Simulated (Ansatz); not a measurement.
Working through a charge-density difference against the sublattices of YN, space group Fm-3m

Program: Ansatz 0.2.0, Python API.

Run as a notebook:

**Cell 1**
```python
import ansatz as az
import numpy as np

VECTORS = np.array([
    [0.0, 2.4385, 2.4385],
    [2.4385, 0.0, 2.4385],
    [2.4385, 2.4385, 0.0],
])
SITES = [
    ("Y", [0.0, 0.0, 0.0]),
    ("N", [0.5, 0.5, 0.5]),
]
```

**Cell 2**
```python
def crystal_on(cell):
    crystal = az.Crystal(lattice=az.Lattice.of(cell))
    for symbol, position in SITES:
        crystal = crystal.atom(symbol, position)
    return crystal
```

**Cell 3**
```python
# one cutoff and one grid for all runs, so that the fields can be subtracted
def solve(crystal):
    return (
        crystal.calculation()
        .functional("pbesol")
        .occupations("fermi_dirac", width=0.1)
        .scf(tolerance=1e-07)
        .basis(460, grid_basis="typed")
        .kpoints(6, 6, 6)  # sampling of the Brillouin zone
        .density()  # keep the density on its grid
        .run(threads=1)
    )
```

**Cell 4**
```python
whole = solve(crystal_on(VECTORS))
difference = whole.density().channels[0].density_e_per_ang3.copy()
binding = whole.report["free_energy_ev"]
for element in ["Y", "N"]:
    part = az.Crystal(lattice=az.Lattice.of(VECTORS))
    for symbol, position in SITES:
        if symbol == element:
            part = part.atom(symbol, position)
    alone = solve(part)
    difference -= alone.density().channels[0].density_e_per_ang3
    binding -= alone.report["free_energy_ev"]
    print(f"{element} sublattice: {alone.report['n_electrons']:g} electrons, {alone.report['n_iterations']} iterations")

voxel = abs(np.linalg.det(VECTORS)) / difference.size
print(f"energy of the crystal less its unpolarised sublattices: {binding / len(SITES):.4f} eV/atom")
print(f"net charge of the difference {difference.sum() * voxel:.5f} e, charge moved {0.5 * np.abs(difference).sum() * voxel:.3f} e")
print(f"extremes {difference.min():.4f} and {difference.max():.4f} e/A^3")
for (symbol, position) in SITES:
    index = tuple(int(round(p * n)) % n for p, n in zip(position, difference.shape))
    print(f"  change of the pseudo-density at the grid point nearest {symbol}: {difference[index]:+.4f} e/A^3")
```
Output:
```text
Y sublattice: 11 electrons, 6 iterations
N sublattice: 5 electrons, 6 iterations
energy of the crystal less its unpolarised sublattices: -5.5145 eV/atom
net charge of the difference -0.00000 e, charge moved 0.622 e
extremes -0.0997 and 0.1344 e/A^3
  change of the pseudo-density at the grid point nearest Y: -0.0750 e/A^3
  change of the pseudo-density at the grid point nearest N: -0.0480 e/A^3
```

What to keep in mind:
- Spin is left out of this run.
- The gap on the mesh is very small: a semilocal functional closes or nearly closes the gap of many narrow semiconductors.
- Densities and potentials on the grid are those of the valence electrons, and inside the cores they hang on the potentials used.
- The structure is a deposited one; some such entries were measured under pressure or heat, so a shift against it needn't be the functional's error alone.
- Charge moved counts every rearrangement, bonding and polarisation too, and is no transfer between atoms; the bare sublattices are artificial references. Values near the nuclei depend on the potentials.
- Timing: 1.3 s on 1 thread of Arm Neoverse V2, on a shared host, peak memory 0.33 GiB.

(Lines on the test bed's own set-up are left out of the output.)
